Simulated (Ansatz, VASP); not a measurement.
## HfB: VASP beside Ansatz

INCAR

```
ALGO = Normal
EDIFF = 1E-6
ENCUT = 520
GGA = PS
ISIF = 2
ISMEAR = 0
LASPH = T
LCHARG = T
LELF = T
LREAL = F
LVHAR = T
LWAVE = F
NBANDS = 14
NELM = 100
PREC = Accurate
SIGMA = 0.1
```

KPOINTS

```
k-points
0
Gamma
  16 16 16
```

POSCAR

```
HfB
1.0
    0.0000000000      2.3450779169      2.3450779169
    2.3450779169      0.0000000000      2.3450779169
    2.3450779169      2.3450779169      0.0000000000
Hf B
1 1
Direct
    0.5000000000      0.5000000000      0.5000000000
    0.0000000000      0.0000000000      0.0000000000
```

Input for Ansatz:

```yaml
crystal:
  lattice:
    - [0.0, 2.3450779063, 2.3450779063]
    - [2.3450779063, 0.0, 2.3450779063]
    - [2.3450779063, 2.3450779063, 0.0]
  atoms:
    - { symbol: Hf, position: [0.5, 0.5, 0.5] }
    - { symbol: B, position: [0.0, 0.0, 0.0] }
basis:
  ecutwfc: 420
kpoints:
  mp_grid: { grid: [16, 16, 16] }
hamiltonian:
  xc: pbesol
scf:
  occupations: { method: gaussian, width: 0.1 }
output:
  forces: true
  stress: true
  eigenvalues: true
```

Alike in both runs: task single point; functional PBEsol; k mesh 16 × 16 × 16; occupations gaussian, width 0.1 eV; no spin polarisation.

```csv
,VASP,Ansatz
version,VASP 6.6.1,Ansatz 0.2.0
potentials or method,"VASP PAW PBE potentials, release 64 (Hf_pv, B)","scalar-relativistic, plane waves, PAW"
plane-wave cutoff (eV),520,420
valence electrons in the cell,13,29
```

|  | VASP | Ansatz | Ansatz less VASP |
| --- | --- | --- | --- |
| gap on the k mesh at the Fermi level (eV) | none | none | - |
| pressure (GPa) | 13.2 | 12.4 | -0.72 |

A gap of «none» marks a metal or a gap that the smearing closes. The two sets of potentials don't hold the same shells in valence.

Caveats: the PAW data sets were made with another functional, which shifts forces and pressure a little (VASP). Spin-orbit coupling is left out, which matters for the levels of Hf.
